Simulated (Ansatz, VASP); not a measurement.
**MgS in VASP and in Ansatz**

```
Mg S
1.0
     0.02602    2.61466    2.61466
     2.61466    0.02602    2.61466
     2.61466    2.61466    0.02602
Mg S
1 1
Direct
  0.00000 0.00000 0.00000
  0.50000 0.50000 0.50000
```

Change from the starting cell: equal xy, yz and zx shear strains of +1 %.

Alike in both runs: task single point; functional PBEsol; k mesh 10 × 10 × 10; occupations fermi-dirac, width 0.03 eV; no spin polarisation.

```csv
,VASP,Ansatz
version,VASP 6.6.1,Ansatz 0.2.0
potentials or method,"VASP PAW PBE potentials, release 64 (Mg, S), cutoff 520 eV","all-electron LAPW, scalar-relativistic"
```

Ansatz gave:

| Property | Result |
| --- | --- |
| gap on the k mesh at the Fermi level (eV) | 2.65 |
| pressure (GPa) | -1.0 |
| largest component of the traceless stress (GPa) | 0.54 |

Task: Which values does VASP return?

Result: gap on the k mesh at the Fermi level (eV): 2.65; pressure (GPa): -1.1; largest component of the traceless stress (GPa): 0.54.

Ansatz ran all-electron here, so the differences hold the error of VASP's frozen core and of both bases.

Caveats: the PAW data sets were made with another functional, which shifts forces and pressure a little (VASP). A k mesh can miss the band edges.
